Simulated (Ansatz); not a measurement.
# Be18S: the cost of one run

All numbers below are computed with Ansatz 0.2.0 (DFT PBE, plane waves, PAW, scalar-relativistic, no spin polarisation).

**1. The starting structure**

The cell holds 19 atoms (Be18S): a = 4.580 Å, b = 6.870 Å, c = 15.588 Å, α = 90.00°, β = 90.00°, γ = 60.00°.

Its coordinates follow in the input file.

**2. End point A**

Contents of input.yaml:

```yaml
crystal:
  lattice:
    - [4.58, 0.0, 0.0]
    - [3.435, 5.949595, 0.0]
    - [0.0, 0.0, 15.58843]
  atoms:
    - { symbol: Be, position: [0.0, 0.0, 0.0641501] }
    - { symbol: Be, position: [0.5, 0.0, 0.0641501] }
    - { symbol: Be, position: [0.0, 0.3333333, 0.0641501] }
    - { symbol: Be, position: [0.5, 0.3333333, 0.0641501] }
    - { symbol: Be, position: [0.0, 0.6666667, 0.0641501] }
    - { symbol: Be, position: [0.5, 0.6666667, 0.0641501] }
    - { symbol: Be, position: [-0.1666667, 0.2222222, 0.1792493] }
    - { symbol: Be, position: [0.3333333, 0.2222222, 0.1792493] }
    - { symbol: Be, position: [-0.1666667, 0.5555556, 0.1792493] }
    - { symbol: Be, position: [0.3333333, 0.5555556, 0.1792493] }
    - { symbol: Be, position: [-0.1666667, 0.8888889, 0.1792493] }
    - { symbol: Be, position: [0.3333333, 0.8888889, 0.1792493] }
    - { symbol: Be, position: [0.0, 0.0, 0.2943484] }
    - { symbol: Be, position: [0.5, 0.0, 0.2943484] }
    - { symbol: Be, position: [0.0, 0.3333333, 0.2943484] }
    - { symbol: Be, position: [0.5, 0.3333333, 0.2943484] }
    - { symbol: Be, position: [0.0, 0.6666667, 0.2943484] }
    - { symbol: Be, position: [0.5, 0.6666667, 0.2943484] }
    - { symbol: S, position: [0.325036, 0.2197031, 0.3976302] }
basis:
  ecutwfc: 420.0
kpoints:
  mp_grid: { grid: [5, 4, 1] }
hamiltonian:
  xc: pbe
scf:
  occupations: { method: fermi_dirac, width: 0.15 }
  lower_state_search: "off"
relax:
  f_tol: 0.03
  max_steps: 60
  adjacent_minimum: "off"
  constraints: [{ sites: [0, 1, 2, 3, 4, 5] }]
output:
  write_density: true
  write_potential: true
  elf: true
  volumetric_format: npy
```

Started as:

```
$ ansatz run input.yaml --threads 1 --pin off --max-ram 3072MiB --backend cpu --events-out ev --progress --plain --runs-dir out
```

Q: Estimate wall time and peak memory on 1 thread of Arm Neoverse V1, shared host.

About 94 s, with a peak of 0.55 GiB.
